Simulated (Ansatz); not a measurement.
The system is C.

```
C
1.0
     2.52210    0.00000    0.00000
    -1.26105    2.18420    0.00000
     0.00000    0.00000   12.35570
C
12
Direct
  0.66667 0.33333 0.35417
  0.33333 0.66667 0.85417
  0.66667 0.33333 0.14583
  0.33333 0.66667 0.64583
  0.66667 0.33333 0.47917
  0.33333 0.66667 0.97917
  0.66667 0.33333 0.02083
  0.33333 0.66667 0.52083
  0.00000 0.00000 0.81250
  0.00000 0.00000 0.31250
  0.00000 0.00000 0.68750
  0.00000 0.00000 0.18750
```

This is a hexagonal form of diamond, not graphite.

Base run:

* Program: Ansatz 0.2.0
* Functional: BLYP
* Potentials or basis: Ansatz PAW
* Cutoff: 420 eV
* Density cutoff: 1680 eV
* k mesh: 12 × 12 × 3
* Occupations: fermi-dirac, width 0.05 eV
* Spin: no spin polarisation

Its results: band gap on the k mesh 4.68 eV, indirect (least direct gap 5.45 eV); pressure 11.3 GPa; largest force 0.323 eV/Å.

**Question.** The run is repeated on the same cell with these changes: functional from BLYP to PBE. What comes out?

**Answer.** Band gap on the k mesh 4.39 eV, indirect (least direct gap 5.31 eV); pressure 2.1 GPa; largest force 0.331 eV/Å.

PBE binds more tightly than BLYP, so the same cell stands under less pressure.

Caveats: the potentials were made for another functional, which shifts forces and pressure (some runs); the PAW data sets come from PBE, with cores solved anew for the run's functional, which leaves a small shift of forces and pressure (some runs).

Not every run made on this cell is shown here.
